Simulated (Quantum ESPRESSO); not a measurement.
Crystal: ZrS2.

```xyz
3
Lattice="3.6914 0.0000 0.0000 -1.8457 3.1968 0.0000 0.0000 0.0000 6.0411" Properties=species:S:1:pos:R:3 pbc="T T T"
Zr    0.0000    0.0000    0.0000
S     0.0000    2.1312    1.4372
S     1.8457    1.0656    4.6038
```

The cell is a database's computed one.

| Quantity | Value |
| --- | --- |
| Program | Quantum ESPRESSO 7.5 |
| Task | single point |
| Functional | PBE |
| Potentials or basis | SSSP 1.3 efficiency PBE |
| Cutoff | 748 eV |
| Density cutoff | 5987 eV |
| k mesh | 8 × 8 × 5 |
| Occupations | fermi-dirac, width 0.05 eV |
| Spin | no spin polarisation |

On this cell: pressure 0.4 GPa; largest force 0.037 eV/Å; band gap on the k mesh 1.06 eV, indirect (least direct gap 1.64 eV).

The same run follows on a disturbed copy (atoms moved at random, drawn with an rms of 0.05 Å):

```
CELL_PARAMETERS angstrom
3.69138 0.00000 0.00000
-1.84569 3.19683 0.00000
0.00000 0.00000 6.04108
ATOMIC_POSITIONS crystal
Zr 0.00233 0.00147 0.00065
S 0.32714 0.66818 0.24361
S 0.67227 0.34663 0.75504
```

What changes?

The energy moves by +5.9 meV/atom; pressure -1.5 GPa; largest force 0.451 eV/Å; band gap on the k mesh 0.95 eV, indirect (least direct gap 1.60 eV).

Forces in eV/Å, atoms in the order of the input:
```
Zr  -0.044  0.046 -0.103
S    0.094  0.095 -0.322
S   -0.050 -0.142  0.425
```

Stress tensor (GPa, compression positive):
```
-1.69 -0.14  0.47
-0.14 -1.28  0.77
 0.47  0.77 -1.41
```

Caveats: an odd mesh through Γ misses points on the zone boundary, where band edges often lie; this functional lacks dispersion, which binds the layers, so the pressure and a relaxed spacing across them are unreliable (some runs).
